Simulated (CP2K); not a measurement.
Runs of CP2K 2026.2 on InSe. It takes space group R3m (No. 160, trigonal). Conventional cell: a = 4.000 Å, b = 4.000 Å, c = 25.320 Å, α = 90.00°, β = 90.00°, γ = 120.00°. In (site symmetry 3m) has 3 Se at 2.63 Å and 1 In at 2.82 Å as nearest neighbours. In (site symmetry 3m) is surrounded by 3 Se at 2.64 Å and 1 In at 2.82 Å. Se (site symmetry 3m) has 3 In at 2.63 Å as nearest neighbours. Se (site symmetry 3m) is surrounded by 3 In at 2.64 Å. 

| level | gap on the mesh (eV) | pressure (GPa) | largest force (eV/Å) |
| --- | --- | --- | --- |
| TASK | 0.89 | 3.1 | 0.58 |
| WC | 0.29 | 1.2 | 0.46 |
| PBEsol | 0.29 | 1.1 | 0.46 |
| PBE | 0.42 | (b) | 0.45 |
| AM05 | 0.36 | 1.6 | 0.45 |
| LDA | 0.18 | 0.1 | (a) |

Alike in all rows: task atomic charges; potentials or basis POTENTIAL_UZH In GTH-PBE-q13, Se GTH-PBE-q6; TZVP-MOLOPT-PBE-GTH basis; no spin polarisation; cell as given; k mesh 8 × 8 × 8; smearing fermi-dirac 0.05 eV.

Question: Fill in the values left out.

Answer: (a) 0.47; (b) 3.3.

Caveats: spin-orbit coupling is left out, which moves the levels of the heavy elements; the basis of atomic orbitals isn't converged, which shifts pressures, moduli and gaps; the potentials were made for another functional, which shifts forces and pressure (some runs).

A k mesh can miss the band edges, and the runs leave out spin-orbit coupling on In, Se.
